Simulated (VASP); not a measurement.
Input of a VASP 6.6.1 run:

The input POSCAR:

```
TlBr
1.0
    3.9461933087      0.0000000000      0.0000000000
    0.0000000000      3.9461933087      0.0000000000
    0.0000000000      0.0000000000      3.9461933087
Tl Br
1 1
Direct
    0.0000000000      0.0000000000      0.0000000000
    0.5000000000      0.5000000000      0.5000000000
```

File INCAR.step1:

```
SYSTEM = TlBr
ALGO = Normal ; EDIFF = 1E-5
ENCUT = 520 ; GGA = PE
ISIF = 2 ; ISMEAR = 0
LASPH = .True. ; LCHARG = .False.
LREAL = .False. ; LWAVE = .True.
NBANDS = 17 ; NELM = 100
PREC = Accurate ; SIGMA = 0.01
```

The input INCAR.step2:

```
SYSTEM = TlBr
ALGO = Normal ; EDIFF = 1E-7
ENCUT = 520 ; GGA = PE
HFSCREEN = 0.2079 ; ISIF = 2
ISMEAR = 0 ; ISTART = 1
LASPH = .True. ; LCHARG = .False.
LHFCALC = .True. ; LREAL = .False.
LWAVE = .False. ; NBANDS = 17
NELM = 100 ; PREC = Accurate
PRECFOCK = Normal ; SIGMA = 0.01
```

Contents of KPOINTS:

```
k-points
0
Gamma
  4 4 4
  0 0 0
```

Potentials or basis: VASP PAW PBE potentials, release 64 (Tl_d, Br).

The run is started by

```bash
$ cat potpaw_PBE.64/Tl_d/POTCAR potpaw_PBE.64/Br/POTCAR > POTCAR
$ cp INCAR.step1 INCAR
$ mpirun -np 1 vasp_std > vasp.out
$ cp INCAR.step2 INCAR
$ mpirun -np 1 vasp_std > vasp.out
```

Question: Estimate the band gap on the k mesh.

Answer: 2.47 eV, direct.

Question: Predict the pressure.

Answer: 1.7 GPa.

Caveat: the PAW data sets were made with another functional, which shifts forces and pressure a little; spin-orbit coupling is left out, which as a rule narrows the gap of such compounds by several tenths of an eV. A k mesh can miss the band edges.
